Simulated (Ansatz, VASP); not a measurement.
# Cross-check of MgH2 (MgH2 (Pbcn)) between VASP and Ansatz, part 2 of 2

One calculation is typed for both programs; each brings its own data sets. How far apart do they land? The cell is taken from a series of runs on this material, whose earlier steps may have relaxed, scaled, displaced or heated it; both programs get it as it stands.

VASP 6.6.1 and Ansatz 0.2.0.

So far: Set-up; Ansatz: relaxation of cell and atoms, r2SCAN.

### Step 3. VASP: relaxation of cell and atoms, r2SCAN

Level of this step: r2SCAN; plane waves and PAW (Mg, H) (VASP).

The same cell, functional and mesh now go to VASP, with its own data sets.

Lines of VASP's logs that name or quote its potential files are left out, and so is its time.

INCAR reads:

```
SYSTEM = MgH2
PREC = Accurate
ENCUT = 660
EDIFF = 1E-07
NELM = 120
ISMEAR = 0
SIGMA = 0.01
LREAL = .FALSE.
ALGO = Normal
METAGGA = R2SCAN
LASPH = .TRUE.
NBANDS = 20
LORBIT = 11
LWAVE = .FALSE.
LCHARG = .FALSE.
ISIF = 3
IBRION = 2
NSW = 80
EDIFFG = -0.005
GGA_COMPAT = .FALSE.
NELMIN = 4
EFERMI = MIDGAP
LMIXTAU = .TRUE.
KPAR = 2
```

POSCAR reads:

```
MgH2
1.0
    4.4790720000      0.0000000000      0.0000000000
    0.0000000000      5.3926220000      0.0000000000
    0.0000000000      0.0000000000      4.8955040000
Mg H
4 8
Direct
    0.5000000000      0.8315275946      0.7500000000
    0.0000000000      0.6684724054      0.2500000000
    0.5000000000      0.1684724054      0.2500000000
    0.0000000000      0.3315275946      0.7500000000
    0.7276924774      0.8910687602      0.4198123421
    0.2276924774      0.6089312398      0.5801876579
    0.7723075226      0.6089312398      0.9198123421
    0.2723075226      0.8910687602      0.0801876579
    0.7276924774      0.1089312398      0.9198123421
    0.2276924774      0.3910687602      0.0801876579
    0.7723075226      0.3910687602      0.4198123421
    0.2723075226      0.1089312398      0.5801876579
```

KPOINTS reads:

```
Automatic mesh
0
Gamma
6 5 6
0 0 0
```

Potentials, in the order of the species: Mg and H (PBE family, release 64).

The run is started by

```sh
> mpirun -np 2 vasp_std
```

Numbers of over 12 decimals in the logs are rounded to 6 here.

The program printed:

```text
[banner, memory and clock lines left out]
running    2 mpi-ranks, on    1 nodes
 distrk:  each k-point on    1 cores,    2 groups
 distr:  one band on    1 cores,    1 groups

 POSCAR found type information on POSCAR MgH
 POSCAR found :  2 types and      12 ions
|                                                                             |
|               ----> ADVICE to this user running VASP <----                  |
|                                                                             |
|     You enforced a specific xc type in the INCAR file but a different       |
|     [... a line on the potential file left out ...]
|     I HOPE YOU KNOW WHAT YOU ARE DOING!                                     |
|                                                                             |

 LDA part: xc-table for (None), standard interpolation
 POSCAR, INCAR and KPOINTS ok, starting setup
 FFT: planning ... GRIDC
 FFT: planning ... GRID_SOFT
 FFT: planning ... GRID
 WAVECAR not read
 entering main loop
       N       E                     dE             d eps       ncg     rms          rms(c)
DAV:   1    -0.323931825781E+01   -0.32393E+01   -0.62638E+03  1920   0.775E+02
DAV:   2    -0.477166850361E+02   -0.44477E+02   -0.41054E+02  2432   0.109E+02
DAV:   3    -0.506718317418E+02   -0.29551E+01   -0.29370E+01  2464   0.253E+01
DAV:   4    -0.506924853691E+02   -0.20654E-01   -0.20650E-01  2264   0.229E+00
DAV:   5    -0.506927352919E+02   -0.24992E-03   -0.24992E-03  2244   0.272E-01    0.915E+00
DAV:   6    -0.481113352172E+02    0.25814E+01   -0.90900E-01  2080   0.467E+00    0.498E+00
DAV:   7    -0.473466350045E+02    0.76470E+00   -0.11079E+00  2024   0.629E+00    0.718E-01
DAV:   8    -0.488540416783E+02   -0.15074E+01   -0.44273E-01  1944   0.437E+00    0.821E-01
DAV:   9    -0.474005354987E+02    0.14535E+01   -0.40757E-01  1928   0.481E+00    0.119E-01
DAV:  10    -0.474423634391E+02   -0.41828E-01   -0.56839E-02  2088   0.244E+00    0.878E-02
DAV:  11    -0.474369850381E+02    0.53784E-02   -0.17935E-03  2100   0.414E-01    0.687E-02
DAV:  12    -0.474419100401E+02   -0.49250E-02   -0.93040E-04  2000   0.332E-01    0.157E-02
DAV:  13    -0.474361828474E+02    0.57272E-02   -0.19620E-03  1932   0.421E-01    0.210E-02
DAV:  14    -0.474358664958E+02    0.31635E-03   -0.34169E-05  2132   0.500E-02    0.151E-02
DAV:  15    -0.474358711491E+02   -0.46534E-05   -0.58523E-06  2064   0.245E-02    0.769E-03
DAV:  16    -0.474358820751E+02   -0.10926E-04   -0.83723E-06  2012   0.285E-02    0.787E-04
DAV:  17    -0.474358829638E+02   -0.88867E-06   -0.10403E-06  2104   0.105E-02    0.117E-03
DAV:  18    -0.474358831638E+02   -0.20005E-06   -0.50881E-07  2004   0.733E-03    0.116E-03
DAV:  19    -0.474358834864E+02   -0.32260E-06   -0.42366E-07  1960   0.657E-03    0.116E-04
DAV:  20    -0.474358834388E+02    0.47610E-07   -0.31412E-08  1100   0.169E-03
   1 F= -.47435883E+02 E0= -.47435883E+02  d E =-.474359E+02
[...]
2 F= -.47436570E+02 E0= -.47436570E+02  d E =-.686277E-03
[...]
3 F= -.47436897E+02 E0= -.47436897E+02  d E =-.101362E-02
[...]
4 F= -.47436919E+02 E0= -.47436919E+02  d E =-.103573E-02
[...]
5 F= -.47437064E+02 E0= -.47437064E+02  d E =-.145325E-03
[...]
6 F= -.47437322E+02 E0= -.47437322E+02  d E =-.402989E-03
[...]
7 F= -.47437351E+02 E0= -.47437351E+02  d E =-.431476E-03
 curvature:  -3.99 expect dE=-0.211E-03 dE for cont linesearch -0.149E-08
 trial: gam= 0.40926 g(F)=  0.109E-04 g(S)=  0.419E-04 ort =-0.234E-06 (trialstep = 0.240E+01)
 search vector abs. value=  0.772E-04
 bond charge predicted
       N       E                     dE             d eps       ncg     rms          rms(c)
DAV:   1    -0.474374501155E+02   -0.99429E-04   -0.27529E-03  2132   0.313E-01    0.188E-02
DAV:   2    -0.474374527425E+02   -0.26271E-05   -0.35220E-05  2144   0.341E-02    0.119E-02
DAV:   3    -0.474374656456E+02   -0.12903E-04   -0.13059E-05  1988   0.263E-02    0.174E-03
DAV:   4    -0.474374548355E+02    0.10810E-04   -0.84589E-07  2060   0.689E-03    0.126E-03
DAV:   5    -0.474374600972E+02   -0.52617E-05   -0.31411E-07  1996   0.555E-03    0.114E-03
DAV:   6    -0.474374526373E+02    0.74598E-05   -0.66454E-07  1936   0.702E-03    0.152E-04
DAV:   7    -0.474374525496E+02    0.87666E-07   -0.50793E-08  1516   0.179E-03
   8 F= -.47437453E+02 E0= -.47437453E+02  d E =-.101900E-03
 trial-energy change:   -0.000102  1 .order   -0.000100   -0.000127   -0.000074
 step:   4.9250(harm=  5.7926)  dis= 0.00180  next Energy=   -47.437493 (dE=-0.142E-03)
 reached required accuracy - stopping structural energy minimisation
```

Parts of OUTCAR (step 3):

```text
ion  position               nearest neighbor table
   1  0.500  0.832  0.750-   6 1.90   7 1.90   5 1.94   8 1.94   9 1.99  12 1.99   3 3.05   3 3.05
                             2 3.43   2 3.43   2 3.43   2 3.43   4 3.51   4 3.51   4 3.51   4 3.51
   2  0.000  0.668  0.250-   5 1.90   8 1.90   7 1.94   6 1.94  10 1.99  11 1.99   4 3.05   4 3.05
                             1 3.43   1 3.43   1 3.43   1 3.43   3 3.51   3 3.51   3 3.51   3 3.51
   3  0.500  0.168  0.250-  10 1.90  11 1.90   9 1.94  12 1.94   5 1.99   8 1.99   1 3.05   1 3.05
                             4 3.43   4 3.43   4 3.43   4 3.43   2 3.51   2 3.51   2 3.51   2 3.51
   4  0.000  0.332  0.750-   9 1.90  12 1.90  11 1.94  10 1.94   6 1.99   7 1.99   2 3.05   2 3.05
                             3 3.43   3 3.43   3 3.43   3 3.43   1 3.51   1 3.51   1 3.51   1 3.51
   5  0.728  0.891  0.420-   2 1.90   1 1.94   3 1.99
   6  0.228  0.609  0.580-   1 1.90   2 1.94   4 1.99
   7  0.772  0.609  0.920-   1 1.90   2 1.94   4 1.99
   8  0.272  0.891  0.080-   2 1.90   1 1.94   3 1.99
   9  0.728  0.109  0.920-   4 1.90   3 1.94   1 1.99
  10  0.228  0.391  0.080-   3 1.90   4 1.94   2 1.99
  11  0.772  0.391  0.420-   3 1.90   4 1.94   2 1.99
  12  0.272  0.109  0.580-   4 1.90   3 1.94   1 1.99

  LATTYP: Found a simple orthorhombic cell.
 ALAT       =     4.4790720000
 B/A-ratio  =     1.0929728301
 C/A-ratio  =     1.2039596595

 Subroutine GETGRP returns: Found  8 space group operations
 (whereof  2 operations were pure point group operations)

The static configuration has the point symmetry S_2 .
 The point group associated with its full space group is D_2h.

 Found     48 irreducible k-points:

   k-points           NKPTS =     48   k-points in BZ     NKDIM =     48   number of bands    NBANDS=     20

   dimension x,y,z NGX =    40 NGY =   48 NGZ =   42
   dimension x,y,z NGXF=    80 NGYF=   96 NGZF=   84

   ENCUT  =  660.0 eV  48.51 Ry    6.96 a.u.   9.38 11.30 10.25*2*pi/ulx,y,z

   NELECT =      16.0000    total number of electrons

 k-points in reciprocal lattice and weights: Automatic mesh
   0.00000000  0.00000000  0.00000000       0.006
   0.16666667  0.00000000  0.00000000       0.011
   0.33333333  0.00000000  0.00000000       0.011
   0.50000000  0.00000000  0.00000000       0.006
   0.00000000  0.20000000  0.00000000       0.011
   0.16666667  0.20000000  0.00000000       0.022
   0.33333333  0.20000000  0.00000000       0.022
   0.50000000  0.20000000  0.00000000       0.011
   0.00000000  0.40000000  0.00000000       0.011
[...]
0.33333333  0.40000000  0.50000000       0.022
   0.50000000  0.40000000  0.50000000       0.011

 average (electrostatic) potential at core
       1 -43.1290       2 -43.1290       3 -43.1290       4 -43.1290       5 -36.1303
       6 -36.1303       7 -36.1303       8 -36.1303       9 -36.1303      10 -36.1303
      11 -36.1303      12 -36.1303

 E-fermi :   1.5970

 k-point     1 :       0.0000    0.0000    0.0000
  band No.  band energies     occupation
    ...
      4      -2.6498      2.00000
      5      -2.4408      2.00000
      6      -1.3960      2.00000
      7      -0.7990      2.00000
      8      -0.5452      2.00000
      9       3.8618      0.00000
     10       4.5350      0.00000
     11       6.0655      0.00000
     12       6.6947      0.00000
     13       6.8940      0.00000
    ...

 k-point     2 :       0.1667    0.0000    0.0000
  band No.  band energies     occupation
    ...
      4      -2.8158      2.00000
      5      -2.5145      2.00000
      6      -1.4561      2.00000
      7      -0.8811      2.00000
      8      -0.7649      2.00000
      9       4.1346      0.00000
     10       4.8514      0.00000
     11       6.0794      0.00000
     12       6.1564      0.00000
     13       6.1717      0.00000
    ...

 k-point     3 :       0.3333    0.0000    0.0000
  band No.  band energies     occupation
    ...
      4      -2.6150      2.00000
      5      -2.1385      2.00000
      6      -1.6996      2.00000
      7      -1.3444      2.00000
      8      -1.1553      2.00000
      9       3.7393      0.00000
     10       4.9926      0.00000
     11       5.6499      0.00000
     12       5.8703      0.00000
     13       6.0882      0.00000
    ...

  Total       -0.0509273      0.0297932      0.0054187      0.0000000      0.0000000      0.0000000
  in kB       -0.6920584      0.4048641      0.0736358      0.0000000      0.0000000      0.0000000
  external PRESSURE =      -0.0711862 kB  Pullay stress =       0.0000000 kB

  energy-cutoff  :      660.00
  volume of cell :      117.90
      direct lattice vectors                 reciprocal lattice vectors
     4.471686497  0.000000000  0.000000000     0.223629273  0.000000000 -0.000000000
     0.000000000  5.388446677  0.000000000     0.000000000  0.185582239  0.000000000
     0.000000000  0.000000000  4.893091646    -0.000000000  0.000000000  0.204369767

 POSITION                                       TOTAL-FORCE (eV/Angst)
 -----------------------------------------------------------------------------------
      2.23584      4.49403      3.66982         0.000000      0.000351      0.000000
      0.00000      3.58864      1.22327        -0.000000     -0.000351      0.000000
      2.23584      0.89441      1.22327        -0.000000     -0.000351      0.000000
      0.00000      1.79981      3.66982         0.000000      0.000351      0.000000
      3.25664      4.79797      2.05376        -0.002940     -0.002216      0.000503
      1.02080      3.28470      2.83933        -0.002940      0.002216     -0.000503
      3.45088      3.28470      4.50031         0.002940      0.002216      0.000503
      1.21504      4.79797      0.39279         0.002940     -0.002216     -0.000503
      3.25664      0.59048      4.50031        -0.002940      0.002216      0.000503
      1.02080      2.10374      0.39279        -0.002940     -0.002216     -0.000503
      3.45088      2.10374      2.05376         0.002940     -0.002216      0.000503
      1.21504      0.59048      2.83933         0.002940      0.002216     -0.000503
 -----------------------------------------------------------------------------------
    total drift:                               -0.000000      0.000000     -0.000000

  FREE ENERGIE OF THE ION-ELECTRON SYSTEM (eV)
  ---------------------------------------------------
  free  energy   TOTEN  =       -47.4374525496 eV

  energy  without entropy=      -47.4374525496  energy(sigma->0) =      -47.43745255

 reached required accuracy - stopping structural energy minimisation

 total charge
# of ion       s       p       d       tot
------------------------------------------
    1        0.143   0.148   0.039   0.330
    2        0.143   0.148   0.039   0.330
    3        0.143   0.148   0.039   0.330
    4        0.143   0.148   0.039   0.330
    5        0.584   0.002   0.000   0.586
    6        0.584   0.002   0.000   0.586
    7        0.584   0.002   0.000   0.586
    8        0.584   0.002   0.000   0.586
    9        0.584   0.002   0.000   0.586
   10        0.584   0.002   0.000   0.586
   11        0.584   0.002   0.000   0.586
   12        0.584   0.002   0.000   0.586
--------------------------------------------------
tot          5.244   0.610   0.155   6.009

[... 3 further parts left out ...]
```

CONTCAR:

```
MgH2
   1.00000000000000
     4.4716864971540407    0.0000000000000000    0.0000000000000000
     0.0000000000000000    5.3884466765677734    0.0000000000000000
     0.0000000000000000    0.0000000000000000    4.8930916460138008
  Mg              H
     4     8
Direct
     0.5000000000000000    0.8340125981374891    0.7500000000000000
     0.0000000000000000    0.6659874018625109    0.2500000000000000
     0.5000000000000000    0.1659874018625108    0.2500000000000000
     0.0000000000000000    0.3340125981374893    0.7500000000000000
     0.7282811062816269    0.8904174895122839    0.4197263673009017
     0.2282811062816269    0.6095825104877161    0.5802736326990985
     0.7717188937183731    0.6095825104877161    0.9197263673009015
     0.2717188937183732    0.8904174895122839    0.0802736326990984
     0.7282811062816269    0.1095825104877159    0.9197263673009015
     0.2282811062816269    0.3904174895122841    0.0802736326990984
     0.7717188937183731    0.3904174895122841    0.4197263673009017
     0.2717188937183732    0.1095825104877159    0.5802736326990985
```

### Step 4. Differences

Known differences besides the potentials themselves: VASP keeps PBE cores, Ansatz makes them for the functional; fixed occupations in Ansatz, narrow Gaussian smearing in VASP; the data sets hold 48 valence electrons in Ansatz (on its default PAW (the set named soft_2) files) and 16 in VASP; the cutoff is 500 eV in Ansatz and 660 eV in VASP; Ansatz adds a Pulay correction to the stress that steers its cell, VASP none. Total energies have different zeros and are not compared.

Compared:

| quantity | Ansatz | VASP | difference |
| --- | --- | --- | --- |
| volume (Å³) | 118.57 | 117.90 | +0.57 % |
| edge a after relaxation, in the typed setting (Å) | 4.478 | 4.472 | +0.15 % |
| edge b after relaxation, in the typed setting (Å) | 5.401 | 5.388 | +0.24 % |
| edge c after relaxation, in the typed setting (Å) | 4.902 | 4.893 | +0.18 % |

### Step 5. Summary of results

| Quantity | Value |
| --- | --- |
| difference in volume (relaxation of cell and atoms, r2SCAN) | 0.57 % |

In words: The difference in volume is 0.57 % (relaxation of cell and atoms, r2SCAN), within the 1.2 % picked in this series as the mark of a large difference, as far as the stopping tolerances let one tell. The data sets hold unlike numbers of valence electrons (48 in Ansatz and 16 in VASP), so part of the differences comes from the potentials. How closely two codes agree says nothing of how well the functional describes the real material.

[Lines on the potential files, build, host, timing and source positions are cut from VASP's logs without a mark.]

[Logs are printed without paths, hosts, clocks, repeated set-up lines and the standing remarks that a program may print on its own settings, such as how far it seeks lower states.]

[Hosts, paths, dates, database ids (printed as entryN), source tags and the programs' standing remarks are cut or masked in the printed files.]
